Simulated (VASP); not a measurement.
# NiO (P-6m2) in VASP: notebook

The runs below take NiO through single point, with r2SCAN+U.

All numbers are computed with VASP 6.6.1; they aren't measurements. Logs are shortened: lines on timing, memory, paths and dates and some standing lists are left out, and cuts for length are marked.

## (1) The crystal as given

The structure is hexagonal, space group P-6m2 (No. 187). The conventional cell has a = 2.783 Å, b = 2.783 Å, c = 2.716 Å, α = 90.00°, β = 90.00°, γ = 120.00°. Ni (site symmetry -6m2) is surrounded by 6 O at 2.10 Å. Around O (site symmetry -6m2) lie 6 Ni at 2.10 Å.

Measurements of this composition are mostly on another form, of space group No. 225.

## (2) Single point, r2SCAN+U, collinear spin, ferrimagnetic start

INCAR reads:

```
PREC     = Accurate       # precision mode
ENCUT    = 520            # plane-wave cutoff, eV
EDIFF    = 1E-6           # SCF threshold, eV
ISMEAR   = 0              # smearing method
SIGMA    = 0.05           # smearing width, eV
LREAL    = F              # projectors in reciprocal space
LASPH    = T              # aspherical terms in the spheres
NELM     = 120            # most SCF steps
ALGO     = Normal         # electronic algorithm
ISIF     = 2              # what is computed and relaxed
LWAVE    = F              # write WAVECAR
LCHARG   = T              # write CHGCAR
ISPIN    = 2              # spin polarisation
MAGMOM   = 1 -0.5 0 0     # initial moments
LORBIT   = 11             # projections on sites
LMAXMIX  = 4              # l up to which the mixer works
LDAU     = T              # DFT+U
LDAUTYPE = 2            
LDAUL    = 2 -1           # shell
LDAUU    = 2 0            # U, eV
LDAUJ    = 0 0          
LDAUPRINT= 1            
METAGGA  = R2SCAN         # meta-GGA
LMIXTAU  = T            
LELF     = T              # ELF
LVHAR    = T            
NBANDS   = 28             # bands
```

KPOINTS reads:

```
regular mesh
0
Gamma
  8 8 8
```

POSCAR reads:

```
NiO
1.0
   -1.3915303900      2.4102013400      2.7161294400
    2.7830607900      0.0000000000      2.7161294400
    1.3915304000      2.4102013400      0.0000000000
Ni O
2 2
Direct
    0.0000000000      0.0000000000      0.0000000000
    0.5000000000      0.5000000000      0.5000000000
    0.0833333333      0.4166666667      0.2500000000
    0.5833333333      0.9166666667      0.7500000000
```

Potentials or basis: VASP PAW PBE potentials, release 64 (Ni, O).

Run with:

```sh
cat potpaw_PBE.64/Ni/POTCAR potpaw_PBE.64/O/POTCAR > POTCAR
mpirun -np 1 vasp_std > vasp.out
```

OUTCAR:

```text
PREC = Accurate
   ENCUT = 520
   EDIFF = 1E-6
   ISMEAR = 0
   LREAL = F
   LASPH = T
   NELM = 120
   ISIF = 2
   ISPIN = 2
   LORBIT = 11
   METAGGA = R2SCAN

 ion  position               nearest neighbor table
   1  0.000  0.000  0.000-   3 2.10   4 2.10   4 2.10   3 2.10   3 2.10   4 2.10   2 2.72   2 2.72
                             2 2.78   2 2.78   2 2.78   2 2.78
   2  0.500  0.500  0.500-   4 2.10   3 2.10   3 2.10   4 2.10   3 2.10   4 2.10   1 2.72   1 2.72
                             1 2.78   1 2.78   1 2.78   1 2.78
   3  0.083  0.417  0.250-   1 2.10   2 2.10   2 2.10   1 2.10   2 2.10   1 2.10
   4  0.583  0.917  0.750-   2 2.10   1 2.10   1 2.10   2 2.10   1 2.10   2 2.10

  LATTYP: Found a body centered orthorhombic cell.
 ALAT       =     2.7830607887
 B/A-ratio  =     1.7320508060
 C/A-ratio  =     1.9519009078

  Lattice vectors:

 A1 = (   1.3915303900,  -2.4102013400,  -2.7161294400)
 A2 = (  -1.3915303900,   2.4102013400,  -2.7161294400)
 A3 = (   2.7830607900,   0.0000000000,   2.7161294400)

Analysis of symmetry for initial positions (statically):
=====================================================================
 Subroutine PRICEL returns following result:

  LATTYP: Found a hexagonal cell.
 ALAT       =     2.7830607887
 C/A-ratio  =     0.9759504539

  Lattice vectors:

 A1 = (   1.3915304000,   2.4102013400,   0.0000000000)
 A2 = (  -2.7830607900,   0.0000000000,   0.0000000000)
 A3 = (   0.0000000000,   0.0000000000,   2.7161294400)

   2 primitive cells build up your supercell.

 Routine SETGRP: Setting up the symmetry group for a
 body centered orthorhombic supercell.

 Subroutine GETGRP returns: Found  4 space group operations
 (whereof  4 operations were pure point group operations)
 out of a pool of  8 trial point group operations.

The static configuration has the point symmetry C_2v.

Analysis of symmetry for dynamics (positions and initial velocities):
=====================================================================
 Subroutine PRICEL returns following result:

  LATTYP: Found a hexagonal cell.
 ALAT       =     2.7830607887
 C/A-ratio  =     0.9759504539

  Lattice vectors:

 A1 = (   1.3915304000,   2.4102013400,   0.0000000000)
 A2 = (  -2.7830607900,   0.0000000000,   0.0000000000)
 A3 = (   0.0000000000,   0.0000000000,   2.7161294400)

   2 primitive cells build up your supercell.

 Routine SETGRP: Setting up the symmetry group for a
 body centered orthorhombic supercell.

 Subroutine GETGRP returns: Found  4 space group operations
 (whereof  4 operations were pure point group operations)
 out of a pool of  8 trial point group operations.

The dynamic configuration has the point symmetry C_2v.

Analysis of structural, dynamic, and magnetic symmetry:
=====================================================================
 Subroutine PRICEL returns:
 Original cell was already a primitive cell.

 Routine SETGRP: Setting up the symmetry group for a
 body centered orthorhombic supercell.

 Subroutine GETGRP returns: Found  4 space group operations
 (whereof  4 operations were pure point group operations)
 out of a pool of  8 trial point group operations.

The overall configuration has the point symmetry C_2v.

 Subroutine INISYM returns: Found  4 space group operations
 (whereof  4 operations are pure point group operations),
 and found     1 'primitive' translations

----------------------------------------------------------------------------------------

                                     Primitive cell

  volume of cell :      36.4382
[... 130 lines left out ...]
  energy-cutoff  :      520.00
  volume of cell :       36.44
 maximum number of plane-waves:       995
 NGX is ok and might be reduce to    30
   NGX = 15   NGY = 15   NGZ = 11

 number of electron      32.0000011 magnetization       1.8345449

 Free energy of the ion-electron system (eV)
  ---------------------------------------------------
  ext. energy  EPLUGINS =         0.00000000
  ---------------------------------------------------
  free energy    TOTEN  =       -46.40317462 eV

  energy without entropy =      -46.39256258  energy(sigma->0) =      -46.39786860

atom =   1  type =  1  l = 2

 onsite density matrix

spin component  1

  0.9740  0.0000  0.0001  0.0000 -0.0011
  0.0000  1.0046 -0.0000  0.0001  0.0000
  0.0001 -0.0000  0.9756  0.0000 -0.0001
  0.0000  0.0001  0.0000  1.0045  0.0000
 -0.0011  0.0000 -0.0001  0.0000  0.9727

spin component  2

  0.9567  0.0000  0.0001 -0.0000  0.0021
  0.0000  0.1951 -0.0000  0.0008  0.0000
  0.0001 -0.0000  0.9716  0.0000 -0.0001
 -0.0000  0.0008  0.0000  0.1942  0.0000
  0.0021  0.0000 -0.0001  0.0000  0.9591

 occupancies and eigenvectors

  o =  0.1938  v =  0.0000  0.0000  0.0000  0.0000  0.0000 -0.0000  0.5000  0.0000 -0.8660  0.0000      0.0000  0.0000  0.0000  0.0000  0.0000  0.0000  0.0000  0.0000  0.0000  0.0000
  o =  0.1956  v =  0.0000  0.0000  0.0000  0.0000  0.0000 -0.0000  0.8660  0.0000  0.5000  0.0000      0.0000  0.0000  0.0000  0.0000  0.0000  0.0000  0.0000  0.0000  0.0000  0.0000
  o =  0.9555  v =  0.0000  0.0000  0.0000  0.0000  0.0000 -0.8660 -0.0000  0.0067  0.0000  0.5000      0.0000  0.0000  0.0000  0.0000  0.0000  0.0000  0.0000  0.0000  0.0000  0.0000
  o =  0.9603  v =  0.0000  0.0000  0.0000  0.0000  0.0000 -0.5000  0.0000 -0.0000 -0.0000 -0.8660      0.0000  0.0000  0.0000  0.0000  0.0000  0.0000  0.0000  0.0000  0.0000  0.0000
  o =  0.9716  v =  0.0000  0.0000  0.0000  0.0000  0.0000 -0.0058  0.0000 -1.0000 -0.0000  0.0033      0.0000  0.0000  0.0000  0.0000  0.0000  0.0000  0.0000  0.0000  0.0000  0.0000
  o =  0.9720  v = -0.5000  0.0000 -0.0000  0.0000 -0.8660  0.0000  0.0000  0.0000  0.0000  0.0000      0.0000  0.0000  0.0000  0.0000  0.0000  0.0000  0.0000  0.0000  0.0000  0.0000
  o =  0.9746  v =  0.8566  0.0000 -0.1473  0.0000 -0.4945  0.0000  0.0000  0.0000  0.0000  0.0000      0.0000  0.0000  0.0000  0.0000  0.0000  0.0000  0.0000  0.0000  0.0000  0.0000
  o =  0.9756  v = -0.1276 -0.0000 -0.9891  0.0000  0.0736  0.0000  0.0000  0.0000  0.0000  0.0000      0.0000  0.0000  0.0000  0.0000  0.0000  0.0000  0.0000  0.0000  0.0000  0.0000
  o =  1.0045  v =  0.0000 -0.5000  0.0000  0.8660 -0.0000  0.0000  0.0000  0.0000  0.0000  0.0000      0.0000  0.0000  0.0000  0.0000  0.0000  0.0000  0.0000  0.0000  0.0000  0.0000
  o =  1.0047  v =  0.0000  0.8660 -0.0000  0.5000  0.0000  0.0000  0.0000  0.0000  0.0000  0.0000      0.0000  0.0000  0.0000  0.0000  0.0000  0.0000  0.0000  0.0000  0.0000  0.0000

atom =   2  type =  1  l = 2

 onsite density matrix

spin component  1

  0.9567  0.0000  0.0001 -0.0000  0.0021
  0.0000  0.1951 -0.0000  0.0008  0.0000
  0.0001 -0.0000  0.9716  0.0000 -0.0001
 -0.0000  0.0008  0.0000  0.1942  0.0000
  0.0021  0.0000 -0.0001  0.0000  0.9591

spin component  2

  0.9740  0.0000  0.0001  0.0000 -0.0011
  0.0000  1.0046 -0.0000  0.0001 -0.0000
  0.0001 -0.0000  0.9756  0.0000 -0.0001
  0.0000  0.0001  0.0000  1.0045  0.0000
 -0.0011 -0.0000 -0.0001  0.0000  0.9727

 occupancies and eigenvectors

  o =  0.1937  v = -0.0000  0.5000  0.0000 -0.8660 -0.0000  0.0000  0.0000  0.0000  0.0000  0.0000      0.0000  0.0000  0.0000  0.0000  0.0000  0.0000  0.0000  0.0000  0.0000  0.0000
  o =  0.1956  v = -0.0000  0.8660  0.0000  0.5000 -0.0000  0.0000  0.0000  0.0000  0.0000  0.0000      0.0000  0.0000  0.0000  0.0000  0.0000  0.0000  0.0000  0.0000  0.0000  0.0000
  o =  0.9555  v = -0.8660  0.0000  0.0095  0.0000  0.5000  0.0000  0.0000  0.0000  0.0000  0.0000      0.0000  0.0000  0.0000  0.0000  0.0000  0.0000  0.0000  0.0000  0.0000  0.0000
  o =  0.9603  v = -0.5000 -0.0000 -0.0000 -0.0000 -0.8660  0.0000  0.0000  0.0000  0.0000  0.0000      0.0000  0.0000  0.0000  0.0000  0.0000  0.0000  0.0000  0.0000  0.0000  0.0000
  o =  0.9716  v = -0.0082  0.0000 -1.0000 -0.0000  0.0048  0.0000  0.0000  0.0000  0.0000  0.0000      0.0000  0.0000  0.0000  0.0000  0.0000  0.0000  0.0000  0.0000  0.0000  0.0000
  o =  0.9721  v =  0.0000  0.0000  0.0000  0.0000  0.0000 -0.5000  0.0000 -0.0000  0.0000 -0.8660      0.0000  0.0000  0.0000  0.0000  0.0000  0.0000  0.0000  0.0000  0.0000  0.0000
  o =  0.9746  v =  0.0000  0.0000  0.0000  0.0000  0.0000  0.8553  0.0000 -0.1570  0.0000 -0.4938      0.0000  0.0000  0.0000  0.0000  0.0000  0.0000  0.0000  0.0000  0.0000  0.0000
  o =  0.9756  v =  0.0000  0.0000  0.0000  0.0000  0.0000 -0.1359 -0.0000 -0.9876  0.0000  0.0785      0.0000  0.0000  0.0000  0.0000  0.0000  0.0000  0.0000  0.0000  0.0000  0.0000
  o =  1.0044  v =  0.0000  0.0000  0.0000  0.0000  0.0000  0.0000 -0.5000  0.0000  0.8660 -0.0000      0.0000  0.0000  0.0000  0.0000  0.0000  0.0000  0.0000  0.0000  0.0000  0.0000
  o =  1.0047  v =  0.0000  0.0000  0.0000  0.0000  0.0000  0.0000  0.8660 -0.0000  0.5000  0.0000      0.0000  0.0000  0.0000  0.0000  0.0000  0.0000  0.0000  0.0000  0.0000  0.0000

 number of electron      32.0000009 magnetization      -0.0003029

 Free energy of the ion-electron system (eV)
  ---------------------------------------------------
  ext. energy  EPLUGINS =         0.00000000
  ---------------------------------------------------
  free energy    TOTEN  =       -37.24137246 eV

  energy without entropy =      -37.24137246  energy(sigma->0) =      -37.24137246

 E-fermi :   7.5686     XC(G=0): -13.4129

 val. band max:        7.2868653904   @ k =   0.0000   0.0000   0.0000
 cond. band min:       8.4284302768   @ k =  -0.3750  -0.3750   0.3750
 fundamental gap:      1.1415648864
 Fermi energy:         7.5686122078

 spin component 1

 k-point     1 :       0.0000    0.0000    0.0000
  band No.  band energies     occupation
      1     -13.3333      1.00000
      2     -11.4387      1.00000
      3       0.6352      1.00000
      4       0.9155      1.00000
      5       1.4003      1.00000
      6       2.3594      1.00000
[... 1481 lines left out ...]
     27      25.8757      0.00000
     28      27.6140      0.00000

 [... further k-points ...]

------------------------ aborting loop because EDIFF is reached ----------------------------------------

  FORCE on cell =-STRESS in cart. coord.  units (eV):
  Direction    XX          YY          ZZ          XY          YZ          ZX
  --------------------------------------------------------------------------------------
  -------------------------------------------------------------------------------------
  Total        0.6218023      0.5579888     -1.1335825     -0.0552640     -0.0000000      0.0000000
  in kB       27.3404967     24.5346361    -49.8433530     -2.4299464     -0.0000000      0.0000000
  external PRESSURE =       0.6772599 kB  Pullay stress =       0.0000000 kB

 VOLUME and BASIS-vectors are now :
 -----------------------------------------------------------------------------
  energy-cutoff  :      520.00
  volume of cell :       36.44
      direct lattice vectors                 reciprocal lattice vectors
    -1.391530390  2.410201340  2.716129440    -0.179658311  0.103725775  0.184085483
     2.783060790  0.000000000  2.716129440     0.179658311 -0.103725775  0.184085483
     1.391530400  2.410201340  0.000000000     0.179658311  0.311177322 -0.184085483

 POSITION                                       TOTAL-FORCE (eV/Angst)
 -----------------------------------------------------------------------------------
      0.00000      0.00000      0.00000         0.147357     -0.085076      0.000000
      1.39153      2.41020      2.71613         0.147179     -0.084974      0.000000
      1.39153      0.80340      1.35806        -0.147268      0.085025      0.000468
      2.78306      3.21360      4.07419        -0.147268      0.085025     -0.000468
 -----------------------------------------------------------------------------------
    total drift:                               -0.030566      0.017647      0.000000

  FREE ENERGIE OF THE ION-ELECTRON SYSTEM (eV)
  ---------------------------------------------------
  free  energy   TOTEN  =       -37.2413724642 eV

  energy  without entropy=      -37.2413724642  energy(sigma->0) =      -37.24137246

 total charge

# of ion       s       p       d       tot
------------------------------------------
    1        0.340   0.434   8.184   8.957
    2        0.340   0.434   8.184   8.958
    3        1.565   3.466   0.000   5.030
    4        1.565   3.466   0.000   5.030
--------------------------------------------------
tot          3.808   7.799  16.368  27.975

 magnetization (x)

# of ion       s       p       d       tot
------------------------------------------
    1        0.008   0.008   1.656   1.671
    2       -0.008  -0.007  -1.655  -1.671
    3       -0.000  -0.000   0.000  -0.000
    4       -0.000  -0.000   0.000  -0.000
--------------------------------------------------
tot          0.000  -0.000   0.000   0.000
```

It took 10 min on 1 thread of Intel Xeon Platinum 8488C (Sapphire Rapids), shared host; peak memory 0.27 GiB.

What came out:

| Property | Result |
| --- | --- |
| Free energy | -37.2414 eV |
| Pressure | 0.1 GPa |
| Largest force | 0.170 eV/Å |
| Band gap on the k mesh | 1.14 eV |
| Net moment | 0.00 μB per cell |
| Site moments | Ni +1.67, -1.67; O -0.00 μB |
| Valence electrons inside the program's atomic spheres | Ni 8.96; O 5.03 |

Forces on the atoms (eV/Å):
```
Ni   0.147 -0.085  0.000
Ni   0.147 -0.085  0.000
O   -0.147  0.085  0.000
O   -0.147  0.085  0.000
```

Stress tensor (GPa, compression positive):
```
 2.73 -0.24  0.00
-0.24  2.45  0.00
 0.00  0.00 -4.98
```

Levels at points of the mesh, in eV from the valence-band top:
Spin up:
| k point | band 12 | band 13 | band 14 | band 15 | band 16 | band 17 | band 18 | band 19 | band 20 | band 21 |
| --- | --- | --- | --- | --- | --- | --- | --- | --- | --- | --- |
| (0.00, 0.00, 0.00) | -2.09 | -1.99 | -1.94 | -0.03 | 0.00 | 1.43 | 2.12 | 2.33 | 6.16 | 12.57 |
| (0.50, 0.00, 0.00) | -2.94 | -1.64 | -1.64 | -1.12 | -0.52 | 1.44 | 1.94 | 6.47 | 6.82 | 12.80 |
| (0.50, 0.50, 0.00) | -2.75 | -1.70 | -1.63 | -1.34 | -0.81 | 1.53 | 2.29 | 7.05 | 8.45 | 8.75 |
| (0.00, 0.00, 0.50) | -2.55 | -2.36 | -2.08 | -1.02 | -0.68 | 1.63 | 2.07 | 8.02 | 8.10 | 11.17 |
| (0.50, 0.00, 0.50) | -2.47 | -2.36 | -1.44 | -1.13 | -0.77 | 1.52 | 2.74 | 6.14 | 7.07 | 10.53 |
Spin down:
| k point | band 14 | band 15 | band 16 | band 17 | band 18 | band 19 |
| --- | --- | --- | --- | --- | --- | --- |
| (0.00, 0.00, 0.00) | -1.94 | -0.03 | 0.00 | 1.43 | 2.12 | 2.33 |
| (0.50, 0.00, 0.00) | -1.64 | -1.12 | -0.52 | 1.44 | 1.94 | 6.47 |
| (0.50, 0.50, 0.00) | -1.63 | -1.33 | -0.82 | 1.53 | 2.29 | 7.05 |
| (0.00, 0.00, 0.50) | -2.08 | -1.02 | -0.68 | 1.64 | 2.07 | 8.02 |
| (0.50, 0.00, 0.50) | -1.44 | -1.12 | -0.77 | 1.52 | 2.74 | 6.14 |

Eigenvalues of the final occupation matrices:
```tsv
site	spin	trace	eigenvalues
site 1 d	1	4.93	0.97 0.97 0.98 1.00 1.00
site 1 d	2	3.28	0.19 0.20 0.96 0.96 0.97
site 2 d	1	3.28	0.19 0.20 0.96 0.96 0.97
site 2 d	2	4.93	0.97 0.97 0.98 1.00 1.00
```

Caveat: the PAW data sets were made with another functional, which shifts forces and pressure a little.

(Part 1 of 2 ends here.)
